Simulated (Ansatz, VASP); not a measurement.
## MgO: VASP beside Ansatz

Aim: how closely do two programs agree when they are given the same cell, functional and k mesh?

Program: Ansatz 0.2.0. Level of theory: plane waves, with VASP 6.6.1 beside it; dielectric response at PBEsol. Results are calculated unless marked as measured.

The database entry behind the starting cell lists a temperature of 1305 K, so it need not match the best structure at ambient conditions.

### Step 1. Starting point

The structure is cubic, space group Fm-3m (No. 225). Conventional cell: a = 4.270 Å, b = 4.270 Å, c = 4.270 Å, α = 90.00°, β = 90.00°, γ = 90.00°. Nearest to Mg lie 6 O at 2.14 Å. Nearest to O lie 6 Mg at 2.14 Å. Farther neighbours and most contacts between anions are not listed.

Structure file:

```cif
data_structure
_symmetry_space_group_name_H-M 'Fm-3m'
_symmetry_Int_Tables_number 225
_cell_length_a 4.2703
_cell_length_b 4.2703
_cell_length_c 4.2703
_cell_angle_alpha 90.000
_cell_angle_beta 90.000
_cell_angle_gamma 90.000
_cell_volume 77.87
loop_
_atom_site_label
_atom_site_type_symbol
_atom_site_symmetry_multiplicity
_atom_site_Wyckoff_symbol
_atom_site_fract_x
_atom_site_fract_y
_atom_site_fract_z
_atom_site_occupancy
Mg1 Mg 4 a 0.00000 0.00000 0.00000 1
O1 O 4 b 0.50000 0.00000 0.00000 1
```

### Step 2. VASP: dielectric response, PBEsol

The response to a field tests empty states and converges slowly with the mesh.

Lines of VASP's logs that name or quote its potential files are left out, and so is its time.

Input file INCAR:

```
SYSTEM = MgO
PREC = Accurate
ENCUT = 520
EDIFF = 1E-08
NELM = 120
ISMEAR = 0
SIGMA = 0.02
LREAL = .FALSE.
ALGO = Normal
GGA = PS
NBANDS = 10
LWAVE = .FALSE.
LCHARG = .FALSE.
KPAR = 12
LEPSILON = .TRUE.
```

Input file POSCAR:

```
MgO
1.0
    0.0000000000      2.1351500000      2.1351500000
    2.1351500000      0.0000000000      2.1351500000
    2.1351500000      2.1351500000      0.0000000000
Mg O
1 1
Direct
    0.0000000000      0.0000000000      0.0000000000
    0.5000000000      0.5000000000      0.5000000000
```

Input file KPOINTS:

```
Automatic mesh
0
Gamma
9 9 9
0 0 0
```

The projector-augmented-wave data sets are Mg and O (PBE family, release 64).

The run is started by

```
mpirun -np 12 vasp_std
```

Numbers of over 12 decimals in the logs are rounded to 6 here.

The program printed:

```text
[banner, memory and clock lines left out]
running   12 mpi-ranks, on    1 nodes
 distrk:  each k-point on    1 cores,   12 groups
 distr:  one band on    1 cores,    1 groups

 POSCAR found type information on POSCAR MgO
 POSCAR found :  2 types and       2 ions
|                                                                             |
|           W    W    AA    RRRRR   N    N  II  N    N   GGGG   !!!           |
|           W    W   A  A   R    R  NN   N  II  NN   N  G    G  !!!           |
|           W    W  A    A  R    R  N N  N  II  N N  N  G       !!!           |
|           W WW W  AAAAAA  RRRRR   N  N N  II  N  N N  G  GGG   !            |
|           WW  WW  A    A  R   R   N   NN  II  N   NN  G    G                |
|           W    W  A    A  R    R  N    N  II  N    N   GGGG   !!!           |
|                                                                             |
|     For optimal performance we recommend to set                             |
|       NCORE = 2 up to number-of-cores-per-socket                            |
|     NCORE specifies how many cores store one orbital (NPAR=cpu/NCORE).      |
|     This setting can greatly improve the performance of VASP for DFT.       |
|     The default, NCORE=1 might be grossly inefficient on modern             |
|     multi-core architectures or massively parallel machines. Do your        |
|     Unfortunately you need to use the default for GW and RPA                |
|     calculations (for HF NCORE is supported but not extensively tested      |
|     yet).                                                                   |
|                                                                             |

|                                                                             |
|               ----> ADVICE to this user running VASP <----                  |
|                                                                             |
|     You enforced a specific xc type in the INCAR file but a different       |
|     [... a line on the potential file left out ...]
|     I HOPE YOU KNOW WHAT YOU ARE DOING!                                     |
|                                                                             |

 LDA part: xc-table for (Slater+PW92), standard interpolation
 POSCAR, INCAR and KPOINTS ok, starting setup
 FFT: planning ... GRIDC
 FFT: planning ... GRID_SOFT
 FFT: planning ... GRID
 WAVECAR not read
 entering main loop
       N       E                     dE             d eps       ncg     rms          rms(c)
DAV:   1     0.130907172612E+02    0.13091E+02   -0.46789E+03   796   0.713E+02
DAV:   2    -0.133066682212E+02   -0.26397E+02   -0.25944E+02   780   0.136E+02
DAV:   3    -0.138749533071E+02   -0.56829E+00   -0.56792E+00   838   0.188E+01
DAV:   4    -0.138763303194E+02   -0.13770E-02   -0.13770E-02   762   0.103E+00
DAV:   5    -0.138763346243E+02   -0.43049E-05   -0.43049E-05   798   0.593E-02    0.663E+00
DAV:   6    -0.125371381218E+02    0.13392E+01   -0.81638E+00   710   0.166E+01    0.228E+00
DAV:   7    -0.125110960501E+02    0.26042E-01   -0.55974E-02   742   0.225E+00    0.130E+00
DAV:   8    -0.124971345332E+02    0.13962E-01   -0.25332E-02   708   0.195E+00    0.207E-01
DAV:   9    -0.124969230302E+02    0.21150E-03   -0.23705E-04   800   0.121E-01    0.140E-01
DAV:  10    -0.124968513826E+02    0.71648E-04   -0.38780E-04   752   0.163E-01    0.638E-03
DAV:  11    -0.124968521891E+02   -0.80652E-06   -0.44042E-06   766   0.152E-02    0.328E-03
DAV:  12    -0.124968527237E+02   -0.53464E-06   -0.10528E-07   780   0.383E-03    0.473E-04
DAV:  13    -0.124968527745E+02   -0.50747E-07   -0.10549E-08   438   0.839E-04    0.543E-05
DAV:  14    -0.124968527643E+02    0.10118E-07   -0.16716E-10   388   0.125E-04    0.265E-05
DAV:  15    -0.124968527645E+02   -0.20253E-09   -0.75950E-11   376   0.610E-05
   1 F= -.12496853E+02 E0= -.12496853E+02  d E =-.113050E-29
 Linear response reoptimize wavefunctions to high precision
DAV:   1    -0.124968527644E+02    0.16172E-09   -0.29683E-12   396   0.122E-05
DAV:   2    -0.124968527644E+02    0.22737E-10   -0.94567E-13   378   0.307E-06
 Linear response G [H, r] |phi>, progress :
  Direction:   1
       N       E                     dE             d eps       ncg     rms
RMM:   1    -0.320503736690E+02   -0.32050E+02    0.12397E+01  1547   0.503E+01
RMM:   2    -0.304357036958E+02    0.16147E+01   -0.65950E-01  1116   0.667E+00
RMM:   3    -0.304387658030E+02   -0.30621E-02   -0.47147E-03  1173   0.426E-01
RMM:   4    -0.304388247925E+02   -0.58989E-04   -0.47036E-05  1234   0.348E-02
RMM:   5    -0.304388251807E+02   -0.38821E-06   -0.29548E-07  1268   0.297E-03
RMM:   6    -0.304388251851E+02   -0.44067E-08   -0.38974E-08  1180   0.288E-04
 Linear response G [H, r] |phi>, progress :
  Direction:   2
       N       E                     dE             d eps       ncg     rms
RMM:   1    -0.305493599031E+02   -0.30549E+02    0.15608E+01  1541   0.498E+01
RMM:   2    -0.302134814018E+02    0.33588E+00   -0.71472E-01  1111   0.696E+00
RMM:   3    -0.302170536343E+02   -0.35722E-02   -0.51203E-03  1173   0.448E-01
RMM:   4    -0.302171145964E+02   -0.60962E-04   -0.49738E-05  1236   0.364E-02
RMM:   5    -0.302171150006E+02   -0.40423E-06   -0.27931E-07  1264   0.311E-03
RMM:   6    -0.302171150051E+02   -0.44948E-08   -0.15821E-09  1196   0.300E-04
 Linear response G [H, r] |phi>, progress :
  Direction:   3
       N       E                     dE             d eps       ncg     rms
RMM:   1    -0.275574864886E+02   -0.27557E+02    0.53924E+01  1464   0.491E+01
RMM:   2    -0.256951727478E+02    0.18623E+01   -0.45439E-01  1093   0.539E+00
RMM:   3    -0.256964616343E+02   -0.12889E-02   -0.26901E-03  1146   0.329E-01
RMM:   4    -0.256964910251E+02   -0.29391E-04   -0.35682E-05  1187   0.286E-02
RMM:   5    -0.256964914602E+02   -0.43505E-06   -0.26319E-07  1211   0.263E-03
RMM:   6    -0.256964914747E+02   -0.14556E-07   -0.13410E-09  1086   0.257E-04
RMM:   7    -0.256964914747E+02    0.15774E-10   -0.19796E-09   858   0.470E-05
 Linear response to external field (no local field effect), progress :
  Direction:   1
       N       E                     dE             d eps       ncg     rms          rms(c)
RMM:   1    -0.140909552163E+00   -0.14091E+00   -0.45865E-01  1546   0.182E+00
RMM:   2    -0.141835142111E+00   -0.92559E-03   -0.10744E-03  1102   0.225E-01
RMM:   3    -0.141839491295E+00   -0.43492E-05   -0.33450E-06  1141   0.126E-02
RMM:   4    -0.141839510773E+00   -0.19478E-07   -0.18298E-08  1151   0.962E-04
RMM:   5    -0.141839510892E+00   -0.11936E-09   -0.12277E-10   930   0.834E-05
 change of polarisation eV/A/(eV/A) component  1 :     0.284     0.092     0.028
 dielectric tensor                  component  1 :     3.637     0.853     0.256
 Linear response to external field (no local field effect), progress :
  Direction:   2
       N       E                     dE             d eps       ncg     rms          rms(c)
RMM:   1    -0.142169984868E+00   -0.14217E+00   -0.47121E-01  1535   0.182E+00
RMM:   2    -0.143220415149E+00   -0.10504E-02   -0.11618E-03  1100   0.233E-01
RMM:   3    -0.143226163161E+00   -0.57480E-05   -0.40863E-06  1156   0.140E-02
RMM:   4    -0.143226190552E+00   -0.27391E-07   -0.23270E-08  1172   0.107E-03
RMM:   5    -0.143226190710E+00   -0.15871E-09   -0.16622E-10   955   0.933E-05
 change of polarisation eV/A/(eV/A) component  2 :     0.092     0.286    -0.042
 dielectric tensor                  component  2 :     0.853     3.663    -0.394
 Linear response to external field (no local field effect), progress :
  Direction:   3
       N       E                     dE             d eps       ncg     rms          rms(c)
RMM:   1    -0.869943941015E-01   -0.86994E-01   -0.23664E-01  1511   0.140E+00
RMM:   2    -0.880293888101E-01   -0.10350E-02   -0.64652E-04  1089   0.166E-01
RMM:   3    -0.880315963731E-01   -0.22076E-05   -0.21253E-06  1129   0.962E-03
RMM:   4    -0.880316089164E-01   -0.12543E-07   -0.12071E-08  1095   0.746E-04
RMM:   5    -0.880316090075E-01   -0.91120E-10   -0.81042E-11   863   0.675E-05
 change of polarisation eV/A/(eV/A) component  3 :     0.028    -0.042     0.176
 dielectric tensor                  component  3 :     0.256    -0.394     2.637
 Linear response to external field, progress :
  Direction:   1
       N       E                     dE             d eps       ncg     rms          rms(c)
RMM:   1    -0.123534735368E+00   -0.12353E+00   -0.39060E-01  3250   0.167E+00
RMM:   2    -0.124361650997E+00   -0.82692E-03   -0.94486E-04  2329   0.205E-01    0.553E-01
RMM:   3    -0.122577019516E+00    0.17846E-02   -0.11578E-03  2326   0.274E-01    0.330E-01
RMM:   4    -0.129346829139E+00   -0.67698E-02   -0.21623E-03  2297   0.394E-01    0.295E-02
RMM:   5    -0.129981302301E+00   -0.63447E-03   -0.23842E-05  2423   0.441E-02    0.588E-03
RMM:   6    -0.130062081176E+00   -0.80779E-04   -0.20816E-07  2497   0.417E-03    0.232E-03
RMM:   7    -0.130088551679E+00   -0.26471E-04   -0.69718E-08  2455   0.219E-03    0.128E-04
RMM:   8    -0.130089415045E+00   -0.86337E-06   -0.70467E-10  2314   0.216E-04    0.554E-05
RMM:   9    -0.130089546342E+00   -0.13130E-06   -0.61128E-11  1999   0.742E-05    0.803E-06
 change of polarisation eV/A/(eV/A) component  1 :     0.239     0.056     0.018
 dielectric tensor                  component  1 :     3.222     0.523     0.163
 Linear response to external field, progress :
  Direction:   2
       N       E                     dE             d eps       ncg     rms          rms(c)
RMM:   1    -0.123301559563E+00   -0.12330E+00   -0.38827E-01  3271   0.168E+00
RMM:   2    -0.124361648411E+00   -0.10601E-02   -0.96669E-04  2334   0.209E-01    0.553E-01
RMM:   3    -0.122580682988E+00    0.17810E-02   -0.11573E-03  2331   0.274E-01    0.330E-01
RMM:   4    -0.129346835829E+00   -0.67662E-02   -0.21608E-03  2308   0.394E-01    0.295E-02
RMM:   5    -0.129980827734E+00   -0.63399E-03   -0.23727E-05  2429   0.440E-02    0.587E-03
RMM:   6    -0.130062414216E+00   -0.81586E-04   -0.20943E-07  2504   0.419E-03    0.231E-03
RMM:   7    -0.130088561312E+00   -0.26147E-04   -0.69514E-08  2462   0.218E-03    0.130E-04
RMM:   8    -0.130089464234E+00   -0.90292E-06   -0.78085E-10  2344   0.224E-04    0.561E-05
RMM:   9    -0.130089554031E+00   -0.89797E-07   -0.59678E-11  1990   0.734E-05    0.767E-06
 change of polarisation eV/A/(eV/A) component  2 :     0.044     0.239    -0.011
 dielectric tensor                  component  2 :     0.413     3.222    -0.106
 Linear response to external field, progress :
  Direction:   3
       N       E                     dE             d eps       ncg     rms          rms(c)
RMM:   1    -0.123237638278E+00   -0.12324E+00   -0.38763E-01  3270   0.168E+00
RMM:   2    -0.124361642330E+00   -0.11240E-02   -0.97110E-04  2336   0.209E-01    0.553E-01
RMM:   3    -0.122580675758E+00    0.17810E-02   -0.11576E-03  2331   0.274E-01    0.330E-01
RMM:   4    -0.129346917514E+00   -0.67662E-02   -0.21616E-03  2309   0.394E-01    0.295E-02
RMM:   5    -0.129980847577E+00   -0.63393E-03   -0.23743E-05  2429   0.440E-02    0.587E-03
RMM:   6    -0.130062411548E+00   -0.81564E-04   -0.20934E-07  2504   0.418E-03    0.231E-03
RMM:   7    -0.130088562942E+00   -0.26151E-04   -0.69500E-08  2465   0.218E-03    0.130E-04
RMM:   8    -0.130089462757E+00   -0.89982E-06   -0.75353E-10  2348   0.224E-04    0.561E-05
RMM:   9    -0.130089553458E+00   -0.90701E-07   -0.45184E-11  1996   0.734E-05    0.767E-06
 change of polarisation eV/A/(eV/A) component  3 :     0.006     0.027     0.239
 dielectric tensor                  component  3 :     0.054     0.253     3.222
 Born effective charges drift removed
```

Parts of OUTCAR (step 2):

```text
ion  position               nearest neighbor table
   1  0.000  0.000  0.000-   2 2.14   2 2.14   2 2.14   2 2.14   2 2.14   2 2.14
   2  0.500  0.500  0.500-   1 2.14   1 2.14   1 2.14   1 2.14   1 2.14   1 2.14

  LATTYP: Found a face centered cubic cell.
 ALAT       =     4.2703000000

 Subroutine GETGRP returns: Found 48 space group operations
 (whereof 48 operations were pure point group operations)

The static configuration has the point symmetry O_h .

 Found     35 irreducible k-points:

   k-points           NKPTS =     35   k-points in BZ     NKDIM =     35   number of bands    NBANDS=     10

   dimension x,y,z NGX =    24 NGY =   24 NGZ =   24
   dimension x,y,z NGXF=    48 NGYF=   48 NGZF=   48

   ENCUT  =  520.0 eV  38.22 Ry    6.18 a.u.   5.61  5.61  5.61*2*pi/ulx,y,z

   NELECT =       8.0000    total number of electrons

 k-points in reciprocal lattice and weights: Automatic mesh
   0.00000000  0.00000000  0.00000000       0.001
   0.11111111  0.00000000  0.00000000       0.011
   0.22222222  0.00000000  0.00000000       0.011
   0.33333333  0.00000000  0.00000000       0.011
   0.44444444  0.00000000  0.00000000       0.011
   0.11111111  0.11111111  0.00000000       0.008
   0.22222222  0.11111111  0.00000000       0.033
   0.33333333  0.11111111  0.00000000       0.033
   0.44444444  0.11111111  0.00000000       0.033
[...]
-0.33333333  0.44444444  0.11111111       0.033
  -0.33333333  0.44444444  0.22222222       0.033

 average (electrostatic) potential at core
       1 -35.1227       2 -69.8654

  Total       -0.7672827     -0.7672827     -0.7672827      0.0000000      0.0000000      0.0000000
  in kB      -63.1467225    -63.1467225    -63.1467225      0.0000000      0.0000000      0.0000000
  external PRESSURE =     -63.1467225 kB  Pullay stress =       0.0000000 kB

  energy-cutoff  :      520.00
  volume of cell :       19.47
      direct lattice vectors                 reciprocal lattice vectors
     0.000000000  2.135150000  2.135150000    -0.234175585  0.234175585  0.234175585
     2.135150000  0.000000000  2.135150000     0.234175585 -0.234175585  0.234175585
     2.135150000  2.135150000  0.000000000     0.234175585  0.234175585 -0.234175585

 POSITION                                       TOTAL-FORCE (eV/Angst)
 -----------------------------------------------------------------------------------
      0.00000      0.00000      0.00000         0.000000     -0.000000      0.000000
      2.13515      2.13515      2.13515         0.000000      0.000000     -0.000000
 -----------------------------------------------------------------------------------
    total drift:                               -0.000000     -0.000000      0.000000

 MACROSCOPIC STATIC DIELECTRIC TENSOR (including local field effects in DFT)
 ------------------------------------------------------
           3.221550    -0.000000     0.000000
          -0.000000     3.221550     0.000000
           0.000000    -0.000000     3.221550
 ------------------------------------------------------

 PIEZOELECTRIC TENSOR (including local field effects)  for field in x, y, z        (C/m^2)
          XX          YY          ZZ          XY          YZ          ZX
  --------------------------------------------------------------------------------
  x     0.00000     0.00000     0.00000     0.00000     0.00000     0.00000
  y     0.00000     0.00000     0.00000     0.00000     0.00000     0.00000
  z     0.00000     0.00000     0.00000     0.00000     0.00000     0.00000

 BORN EFFECTIVE CHARGES (including local field effects) (in |e|, cummulative output)
 ---------------------------------------------------------------------------------
 ion    1
    1     1.98384     0.00000     0.00000
    2    -0.00000     1.98384     0.00000
    3     0.00000    -0.00000     1.98384
 ion    2
    1    -1.98384    -0.00000    -0.00000
    2     0.00000    -1.98384    -0.00000
    3    -0.00000     0.00000    -1.98384
```

Energies printed during the response cycles are not total energies of the cell.

(Continued in part 2 of 2.)

[Lines on the potential files, build, host, timing and source positions are cut from VASP's logs without a mark.]

[Logs are printed without paths, hosts, clocks, repeated set-up lines and the standing remarks that a program may print on its own settings, such as how far it seeks lower states.]

[Hosts, paths, dates, database ids (printed as entryN), source tags and the programs' standing remarks are cut or masked in the printed files.]
